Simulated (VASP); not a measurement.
A run of VASP 6.6.1:

The input INCAR:

```
PREC = Accurate
ENCUT = 600
EDIFF = 1E-7
ISMEAR = 0
SIGMA = 0.03
LREAL = F
LASPH = T
NELM = 80
ALGO = Fast
ISIF = 2
LWAVE = F
LCHARG = F
GGA = PS
IBRION = 2
NSW = 40
EDIFFG = -0.01
```

File KPOINTS:

```
Automatic mesh
0
Gamma
  12 12 12
```

The input POSCAR:

```
LiF                                     
1.0
    0.0000000000      2.0376755874      2.0376755874
    2.0376755874      0.0000000000      2.0376755874
    2.0376755874      2.0376755874      0.0000000000
  Li              F             
     1     1
Direct
     0.0000000000000000    0.0000000000000000    0.0000000000000000
     0.5000000000000000    0.5000000000000000    0.5000000000000000
```

Potentials or basis: VASP PAW PBE potentials, release 64 (Li_sv, F).

Command:

```console
$ cat potpaw_PBE.64/Li_sv/POTCAR potpaw_PBE.64/F/POTCAR > POTCAR
$ mpirun -np 1 vasp_std > vasp.out
```

Hardware: 1 thread of Intel(R) Xeon(R) 6975P-C (Granite Rapids), on a shared host.

Task: Estimate the wall time of this run.

Result: It took 6.2 s on 1 thread of Intel(R) Xeon(R) 6975P-C (Granite Rapids), with other jobs on the host, peak memory 0.13 GiB. Counts: scf iterations 18, k points 72, ion steps 1.
